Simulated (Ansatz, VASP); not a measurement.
**Hf in VASP and in Ansatz**

```
Hf
1.0
    -1.65064    1.65064    1.65064
     1.65064   -1.65064    1.65064
     1.65064    1.65064   -1.65064
Hf
1
Direct
  0.00000 0.00000 0.00000
```

Alike in both runs: task single point; functional LDA; k mesh 14 × 14 × 14; occupations fermi-dirac, width 0.1 eV; no spin polarisation.

|  | VASP | Ansatz |
| --- | --- | --- |
| version | VASP 6.6.1 | Ansatz 0.2.0 |
| potentials or method | VASP PAW LDA potentials, release 64 (Hf_pv) | plane waves (420 eV) with PAW, scalar-relativistic |
| plane-wave cutoff (eV) | 520 | 420 |
| valence electrons in the cell | 10 | 26 |

|  | VASP | Ansatz | Ansatz less VASP |
| --- | --- | --- | --- |
| pressure (GPa) | 17.9 | 17.7 | -0.23 |

The two sets of potentials don't hold the same shells in valence. Ansatz warned: «pseudo_functional_mismatch».

Caveats: so large a pressure means that the cell lies far from this level's equilibrium, or that cutoff or potentials fall short (VASP). Spin-orbit coupling is left out, which matters for the levels of Hf.
